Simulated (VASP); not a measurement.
# Sr2H3I: time-dependent DFT spectra, part 3 of 3

Which functionals bind an exciton in Sr2H3I? The cell has space group P-3m1, a computed entry that need not be the common form of this compound. The start is a computed cell from the Materials Project.

VASP 6.6.1, plane waves and PAW; the level of theory is named at each step.

So far. Step 5 (Casida equation on LDA): The lowest excitation lies at 2.252 eV, +5 meV against the direct gap of these orbitals. Peak heights aren't converged with the mesh, least of all at the onset. Step 6 (Orbitals for ground state at HSE06): The run ends at a pressure of -3.23 GPa, with forces up to 0.049 eV/Å.

**7. Ground state at HSE06**

This step: HSE06; plane waves and PAW (I, Sr_sv, H) (VASP 6.6.1).

Many-body steps start from the orbitals of a self-consistent run, here HSE06. A small SIGMA keeps every occupation at zero or full.

INCAR

```
SYSTEM = Sr2H3I
PREC = Accurate
ENCUT = 300
EDIFF = 1E-08
NELM = 100
ISMEAR = 0
SIGMA = 0.01
LREAL = .FALSE.
ALGO = Normal
LHFCALC = .TRUE.
AEXX = 0.25
GGA = PE
HFSCREEN = 0.2
LASPH = .TRUE.
NBANDS = 21
PRECFOCK = Fast
LORBIT = 11
LWAVE = .TRUE.
LCHARG = .FALSE.
KPAR = 2
```

POSCAR

```
Sr2H3I
1.0
    4.2427287671      0.0000000000      0.0000000000
   -2.1213643835      3.6743108937      0.0000000000
    0.0000000000      0.0000000000      7.6827474300
I Sr H
1 2 3
Direct
    0.0000000000      0.0000000000      0.0000000000
    0.6666666700      0.3333333300      0.6786412281
    0.3333333300      0.6666666700      0.3213587719
    0.0000000000      0.0000000000      0.5000000000
    0.6666666700      0.3333333300      0.3595851696
    0.3333333300      0.6666666700      0.6404148304
```

KPOINTS

```
Automatic mesh
0
Gamma
3 3 2
0 0 0
```

The projector-augmented-wave data sets are I, Sr_sv and H (PBE family, release 64).

The run starts from files that an earlier step left in the folder.

Started as:

```console
> mpirun -np 4 vasp_std
```

Log:

```text
[banner, memory and clock lines left out]
running    4 mpi-ranks, on    1 nodes
 distrk:  each k-point on    2 cores,    2 groups
 distr:  one band on    1 cores,    2 groups

 POSCAR found type information on POSCAR I SrH
 POSCAR found :  3 types and       6 ions
 LDA part: xc-table for (Slater+PW92), standard interpolation
 [... a notice as in an earlier step ...]

 found WAVECAR, reading the header
  number of bands has changed, file:    21 present:    22
  trying to continue reading WAVECAR, but it might fail
 POSCAR, INCAR and KPOINTS ok, starting setup
 FFT: planning ... GRIDC
 FFT: planning ... GRID_SOFT
 FFT: planning ... GRID
 reading WAVECAR
 random initialization beyond band           21
 the WAVECAR file was read successfully
 initial charge from wavefunction
 entering main loop
       N       E                     dE             d eps       ncg     rms          rms(c)
DAV:   1    -0.225495712235E+02   -0.22550E+02   -0.19123E+00   276   0.767E+00    0.648E+00
DAV:   2    -0.225806355410E+02   -0.31064E-01   -0.15948E-01   326   0.190E+00    0.421E+00
DAV:   3    -0.225698157462E+02    0.10820E-01   -0.13899E-02   344   0.529E-01    0.238E+00
DAV:   4    -0.225667247840E+02    0.30910E-02   -0.61210E-03   312   0.306E-01    0.132E+00
DAV:   5    -0.225663805850E+02    0.34420E-03   -0.21434E-03   382   0.175E-01    0.728E-01
DAV:   6    -0.225664041241E+02   -0.23539E-04   -0.46823E-04   422   0.805E-02    0.409E-01
DAV:   7    -0.225664267044E+02   -0.22580E-04   -0.82042E-05   354   0.379E-02    0.238E-01
DAV:   8    -0.225664347747E+02   -0.80703E-05   -0.12967E-05   384   0.192E-02    0.140E-01
DAV:   9    -0.225664388242E+02   -0.40496E-05   -0.27646E-06   360   0.108E-02    0.828E-02
DAV:  10    -0.225664407200E+02   -0.18958E-05   -0.92317E-07   354   0.672E-03    0.497E-02
DAV:  11    -0.225664417090E+02   -0.98903E-06   -0.34574E-07   346   0.411E-03    0.297E-02
DAV:  12    -0.225664421395E+02   -0.43046E-06   -0.13961E-07   360   0.259E-03    0.177E-02
DAV:  13    -0.225664423467E+02   -0.20725E-06   -0.55195E-08   310   0.163E-03    0.105E-02
DAV:  14    -0.225664424458E+02   -0.99065E-07   -0.24971E-08   290   0.115E-03    0.623E-03
DAV:  15    -0.225664424841E+02   -0.38303E-07   -0.10757E-08   264   0.746E-04    0.367E-03
DAV:  16    -0.225664425038E+02   -0.19671E-07   -0.47998E-09   232   0.509E-04    0.217E-03
DAV:  17    -0.225664425145E+02   -0.10741E-07   -0.31592E-09   232   0.357E-04    0.127E-03
DAV:  18    -0.225664425232E+02   -0.86798E-08   -0.11491E-09   204   0.243E-04
   1 F= -.22566443E+02 E0= -.22566443E+02  d E =-.694513E-48
 writing wavefunctions
```

Wall time 30 s (4 MPI ranks of AMD EPYC 9R45, shared host); peak memory 0.88 GiB; 1.7 min of CPU time.

Parts of OUTCAR (step 7):

```text
   k-points           NKPTS =      6   k-points in BZ     NKDIM =     18   number of bands    NBANDS=     22

   NELECT =      30.0000    total number of electrons

  exchange ACFDT corr.  =         0.00000000  see jH, gK, PRB 81, 115126

 E-fermi :   2.7511

 k-point     1 :       0.0000    0.0000    0.0000
  band No.  band energies     occupation
    ...
     11      -2.4371      2.00000
     12      -0.0345      2.00000
     13       0.0461      2.00000
     14       0.0461      2.00000
     15       2.5637      2.00000
     16       6.3817      0.00000
     17       6.5502      0.00000
     18       6.5502      0.00000
     19       6.6068      0.00000
     20       6.6068      0.00000
    ...

 POSITION                                       TOTAL-FORCE (eV/Angst)
 -----------------------------------------------------------------------------------
      0.00000      0.00000      0.00000        -0.000000      0.000000      0.000000
      2.12136      1.22477      5.21383        -0.000000      0.000000      0.017143
     -0.00000      2.44954      2.46892         0.000000     -0.000000     -0.017143
      0.00000      0.00000      3.84137        -0.000000      0.000000      0.000000
      2.12136      1.22477      2.76260         0.000000     -0.000000     -0.066079
     -0.00000      2.44954      4.92015        -0.000000      0.000000      0.066079
 -----------------------------------------------------------------------------------
    total drift:                               -0.000000      0.000000     -0.000002

  FREE ENERGIE OF THE ION-ELECTRON SYSTEM (eV)
  ---------------------------------------------------
  free  energy   TOTEN  =       -22.5664425232 eV

  energy  without entropy=      -22.5664425232  energy(sigma->0) =      -22.56644252

[... 7 parts as in an earlier step ...]

[... 9 further parts left out ...]
```

The k-mesh is coarse for exact exchange; levels may shift by about 0.1 eV on a finer one. The PAW data sets were made with PBE, which is usual practice but a small mismatch for other functionals.

This step gave:

| Property | Result |
| --- | --- |
| free energy (TOTEN) | -22.57 eV |
| Fermi energy | 2.751 eV |
| gap on the k-mesh | 3.047 eV |
| least direct gap on the k-mesh | 3.508 eV |

**8. Empty bands, functional HSE06**

ALGO = Exact diagonalises the converged Hamiltonian in one step, and LOPTICS writes the k-derivatives of the orbitals (WAVEDER), which give the transition dipoles.

INCAR

```
SYSTEM = Sr2H3I
PREC = Accurate
ENCUT = 300
ISMEAR = 0
SIGMA = 0.01
LREAL = .FALSE.
LHFCALC = .TRUE.
AEXX = 0.25
GGA = PE
HFSCREEN = 0.2
LASPH = .TRUE.
NBANDS = 32
PRECFOCK = Fast
ALGO = Exact
NELM = 1
LWAVE = .TRUE.
LCHARG = .FALSE.
LOPTICS = .TRUE.
NEDOS = 1000
CSHIFT = 0.1
```

POSCAR is that of step 7.

KPOINTS is that of step 7.

The WAVECAR or CHGCAR of an earlier step is read.

Started as:

```console
> mpirun -np 4 vasp_std
```

Log:

```text
[banner, memory and clock lines left out]
running    4 mpi-ranks, on    1 nodes
[...]
LDA part: xc-table for (Slater+PW92), standard interpolation
 found WAVECAR, reading the header
  number of bands has changed, file:    22 present:    32
  trying to continue reading WAVECAR, but it might fail
 POSCAR, INCAR and KPOINTS ok, starting setup
[...]
reading WAVECAR
 random initialization beyond band           22
 the WAVECAR file was read successfully
 initial charge from wavefunction
 entering main loop
       N       E                     dE             d eps       ncg     rms          rms(c)
DIA:   1    -0.225664425313E+02   -0.22566E+02    0.00000E+00     0   0.000E+00
   1 F= -.22566443E+02 E0= -.22566443E+02  d E =-.635606E-33
 writing wavefunctions
 optical routines
 imaginary and real dielectric function
 recalculating local potential from charge density
 direction            1
 direction            2
 direction            3
```

Wall time 90 s (4 MPI ranks); peak memory 1.3 GiB.

Parts of OUTCAR (step 8):

```text
 POSITION                                       TOTAL-FORCE (eV/Angst)
 -----------------------------------------------------------------------------------
      0.00000      0.00000      0.00000         0.000000      0.000000      0.000000
      2.12136      1.22477      5.21383         0.000000      0.000000      0.017173
     -0.00000      2.44954      2.46892        -0.000000      0.000000     -0.017173
      0.00000      0.00000      3.84137         0.000000      0.000000      0.000000
      2.12136      1.22477      2.76260         0.000000      0.000000     -0.066076
     -0.00000      2.44954      4.92015        -0.000000     -0.000000      0.066076
 -----------------------------------------------------------------------------------
    total drift:                               -0.000000     -0.000000      0.000005

  FREE ENERGIE OF THE ION-ELECTRON SYSTEM (eV)
  ---------------------------------------------------
  free  energy   TOTEN  =       -22.5664425313 eV

  energy  without entropy=      -22.5664425313  energy(sigma->0) =      -22.56644253

[... 2 parts as in an earlier step ...]

[... 1 further part left out ...]
[key lines of the parts left out:]
E-fermi :   2.7324
```

**9. Casida equation on HSE06**

This step: time-dependent HSE06, Casida form; plane waves and PAW (I, Sr_sv, H) (VASP 6.6.1).

The Casida equation, in the Tamm-Dancoff approximation (ANTIRES = 0), couples the pairs by a local exchange-correlation kernel and by exact exchange, which attracts electron and hole.

INCAR

```
SYSTEM = Sr2H3I
PREC = Accurate
ENCUT = 300
ISMEAR = 0
SIGMA = 0.01
LREAL = .FALSE.
LHFCALC = .TRUE.
AEXX = 0.25
GGA = PE
HFSCREEN = 0.2
LASPH = .TRUE.
NBANDS = 32
PRECFOCK = Fast
ALGO = TDHF
NBANDSO = 4
NBANDSV = 5
OMEGAMAX = 25
NEDOS = 1000
CSHIFT = 0.1
LWAVE = .FALSE.
LCHARG = .FALSE.
ANTIRES = 0
LFXC = .TRUE.
LADDER = .TRUE.
```

POSCAR is that of step 8.

KPOINTS is that of step 8.

The WAVECAR or CHGCAR of an earlier step is read.

Started as:

```console
> mpirun -np 4 vasp_std
```

Log:

```text
[banner, memory and clock lines left out]
 POSCAR found type information on POSCAR I SrH
 POSCAR found :  3 types and       6 ions
|                                                                             |
|           W    W    AA    RRRRR   N    N  II  N    N   GGGG   !!!           |
|           W    W   A  A   R    R  NN   N  II  NN   N  G    G  !!!           |
|           W    W  A    A  R    R  N N  N  II  N N  N  G       !!!           |
|           W WW W  AAAAAA  RRRRR   N  N N  II  N  N N  G  GGG   !            |
|           WW  WW  A    A  R   R   N   NN  II  N   NN  G    G                |
|           W    W  A    A  R    R  N    N  II  N    N   GGGG   !!!           |
|                                                                             |
|     The default for ENCUTGWSOFT is different in this version of VASP.       |
|     please manually set ENCUTGWSOFT =200 in the INCAR file.                 |
|                                                                             |

 LDA part: xc-table for (Slater+PW92), standard interpolation
 found WAVECAR, reading the header
 POSCAR, INCAR and KPOINTS ok, starting setup
 FFT: planning ... GRIDC
 FFT: planning ... GRID_SOFT
 FFT: planning ... GRID
 reading WAVECAR
 the WAVECAR file was read successfully
 initial charge from wavefunction
 available memory per node:     68.53 GB, setting MAXMEM to     70174

 The Fermi energy was updated, please check that it is located mid-gap
 values below the HOMO (VB) or above the LUMO (CB) will cause erroneous energies
 E-fermi :   4.1732

 the WAVEDER file was read successfully
 responsefunction array rank=     792
 LDA part: xc-table for (Slater+PW92), standard interpolation

 Doing            0  frequencies on each core in blocks of            0
 parallelization over k-points
 Using distributed matrix
 Using distributed eigensolver
 allocating two-electron 4 orbital integral table    4    5    4    5
 BSE setting up matrix
 available memory per node:     68.44 GB, setting MAXMEM to     70085
 Calculate matrix elements of the BSE Hamiltonian:
 Workload is divided into blocks of two-electron 4 orbital integrals computed in
  parallel.
 Each block/integral has dimensions  of (   4,   5,   4,   5) orbitals
 Total number of blocks/integrals:                  171
 Number of spins:                                     1
 Number of kpoints:                                  18
 Spin channel:                                        1
  Number of blocks of unoccupied bands:               1
  Number of blocks of occupied bands:                 1
 Number of rows/columns of blocks:                   18

                                                        Time (sec)
               Integrals                 Ranks       Real         CPU
  [         1 -         72/       171]     4         0.11        0.00
  [        73 -        144/       171]     4         0.22        0.00
  [       145 -        171/       171]     4         0.27        0.00

[... 3 parts as in an earlier step ...]
```

Elapsed: 1.8 s, on 4 MPI ranks; peak memory 0.76 GiB; 5.1 s of CPU time.

OUTCAR, selected parts (step 9):

```text
   NELECT =      30.0000    total number of electrons

 E-fermi :   4.1732

[... 8 parts as in an earlier step ...]

[... 2 further parts left out ...]
```

Numbers from this step:

```
lowest excitation : 3.410 eV
```

The imaginary dielectric function has structure finer than the step of the table below, so its rows give means over 1 eV, whole bins alone (the curve runs from 0 to 25 eV). Peaks (eV: height): xx 3.5: 11.6, 5.9: 20.5, 7.1: 6.56; yy 3.5: 11.6, 5.9: 20.5, 7.1: 6.57; zz 5.8: 12.9, 6.3: 19.5, 8.5: 3.45.

From 4 filled and 5 empty bands alone, without any pair above OMEGAMAX = 25 eV, so strength is missing wherever others contribute; lines are broadened by CSHIFT, which also makes the tail under the first line. Table of imaginary dielectric function by photon energy; means over each step:

```
photon energy (eV)       xx       yy       zz
                 1   0.0264   0.0264   0.0116
                 2   0.0902   0.0903   0.0306
                 3     2.22     2.22    0.308
                 4     2.53     2.53    0.228
                 5    0.851    0.851     1.61
                 6     8.93     8.93     10.2
                 7     4.12     4.13     2.86
                 8     1.89     1.90     2.03
                 9     1.02     1.07    0.862
                10    0.115    0.115    0.118
                11   0.0381   0.0384   0.0339
                12   0.0221   0.0223   0.0200
                13   0.0147   0.0148   0.0134
                14   0.0105   0.0105  0.00954
                15  0.00781  0.00788  0.00713
                16  0.00605  0.00607  0.00550
                17  0.00478  0.00482  0.00435
                18  0.00386  0.00389  0.00352
                19  0.00317  0.00320  0.00289
                20  0.00265  0.00267  0.00240
                21  0.00224  0.00225  0.00203
                22  0.00191  0.00192  0.00173
```

Some of the lowest 40 states alone, with states under 2.5 meV apart joined, scaled to the strongest line shown. Exciton lines, with heights relative to the strongest:

```
position (eV)  lines merged  oscillator strength
        3.410             1                  4.7
        3.472             2                  100
        3.723             1                  0.0
        3.826             2                  0.0
        3.933             2                   27
        4.441             2                  0.0
        5.091             3                  4.5
        5.119             2                  2.3
        5.165             1                  0.0
        5.386             2                  5.0
        5.447             2                  0.0
        5.470             1                  0.0
        5.499             1                   19
        5.713             2                  0.0
        5.721             1                  0.0
        5.727             1                   43
        5.737             2                  1.6
        5.839             2                   63
        5.842             2                  0.0
        5.851             1                   11
        5.858             2                  0.0
```

The lowest excitation lies at 3.410 eV, -98 meV against the direct gap of these orbitals, a distance that this coarse mesh makes far too large. Peak heights aren't converged with the mesh, least of all at the onset.

**10. Summary**

This step: time-dependent LDA, HSE06; plane waves and PAW (VASP 6.6.1).

This step runs nothing: it gathers the runs above.

Cost is wall time times ranks on a shared host, for this step alone, without the steps before it. Excitations by level:

```
                   level  first excitation (eV)  cost (core minutes)
  Casida equation on LDA                  2.252                 0.07
Casida equation on HSE06                   3.41                 0.12
```

**11. Results**

```
Casida equation on LDA   : lowest vertical excitation 2.252 eV; direct gap 2.247 eV
Casida equation on HSE06 : lowest vertical excitation 3.410 eV; direct gap 3.508 eV
```

**Reading.** Time-dependent HSE06 puts the lowest vertical singlet excitation at 3.410 eV, 0.10 eV below the direct gap of 3.508 eV; the states within 10 meV of it carry 5 % of the strength of the strongest such group among the lowest 40 states. The LDA kernel binds nothing: its lowest excitation, 2.252 eV, sits at the direct gap of 2.247 eV. The binding energy was not obtained: in a well-screened crystal the exciton spreads over many cells, and on this mesh its distance from the gap is set by the mesh and is far too large. On such a mesh the heights of single peaks aren't converged either. For the hybrids, on a mesh this coarse most of the distance from the gap can come from the q = 0 term of the exact exchange, which falls with the number of k points, so it doesn't show which functional binds an exciton. These are vertical excitations; an indirect gap can lie lower. Direct gaps by functional: 2.247 eV at LDA and 3.508 eV at HSE06. Exact exchange widens them. Only the bands set by NBANDSO and NBANDSV form pairs, and any pair above OMEGAMAX = 25 eV is dropped, so the spectrum is that of this window; the window can cut degenerate bands, and the ratio of directions in the curves is that of the window, not of the crystal. Spin-orbit coupling is left out; with I and Sr in the cell it can split or shift band edges, by an amount that depends on which atoms form them and isn't tested here. The given cell is kept, although it stands at -3.2 GPa at LDA and ENCUT = 300 eV, which holds the mismatch of the given cell with this functional and any basis-set error; the relaxation of the atoms, at LDA and ENCUT = 400 eV, gave -3.2 GPa. Not tabulated here, as repeats of values shown or as unfit to read for their mesh, reference level or band range: gaps (empty bands, relaxation); eps2 curves (empty bands); eps1 curves and static values (Casida equation, empty bands); line lists of runs without attraction (Casida equation); exciton binding energies (Casida equation).

[Lines on the potential files, build, host, timing and source positions are cut from VASP's logs without a mark.]

[Logs are printed without paths, hosts, clocks, repeated set-up lines and the standing remarks that a program may print on its own settings, such as how far it seeks lower states.]

[Hosts, paths, dates, database ids (printed as entryN), source tags and the programs' standing remarks are cut or masked in the printed files.]

[Pressures printed for these runs are not shown converged in the cutoff: they can be off by several GPa and have the wrong sign.]
